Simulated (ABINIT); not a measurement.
Cr, 1 atom in the cell. It takes space group Im-3m (No. 229, cubic). Conventional cell: a = 2.969 Å, b = 2.969 Å, c = 2.969 Å, α = 90.00°, β = 90.00°, γ = 90.00°. Cr (site symmetry m-3m) has 8 Cr at 2.57 Å as nearest neighbours. 

```yaml
Program: ABINIT 10.8.3 (patched build)
Task: Hubbard U by linear response
Functional: PBE
Potentials_or_basis: JTH PAW PBE v2.0
Cutoff: 463 eV
k_mesh: 6 × 6 × 6
Occupations: cold (ABINIT), width 0.136 eV
Spin: collinear spin, ferromagnetic start
Starting_moments: "[3.0] μB"
Hubbard_terms: Cr d U = 0 eV
Double_counting_usepawu: 1
Occupation_projector_dmatpuopt: 1
Perturbed_atom: 1
Perturbed_element: Cr
Parameter_computed: U
Potential_shifts_eV: "[-0.1, 0.05, 0.1]"
Fine-grid_cutoff: 925.187 eV
```

Potentials or basis: JTH PAW PBE v2.0.

Run with:

```bash
$ abinit gs.abi > log 2>&1
$ ln -s gso_WFK runi_DS1_WFK
$ ln -s gso_WFK runi_DS2_WFK
$ ln -s gso_WFK runi_DS3_WFK
$ abinit run.abi > log 2>&1
$ lruj runo_DS1_LRUJ.nc runo_DS2_LRUJ.nc runo_DS3_LRUJ.nc > lruj.log 2>&1
```

Hardware: 1 thread of AMD EPYC 9R45 96-Core Processor (Zen 5), with other jobs on the host.

How long does it take, and how much memory?

It took 60 s on 1 thread of AMD EPYC 9R45 96-Core Processor (Zen 5) (shared host), peak memory 0.12 GiB. Counts: scf iterations 41, mpi ranks 1, k points 112, bands 12, plane waves 309.
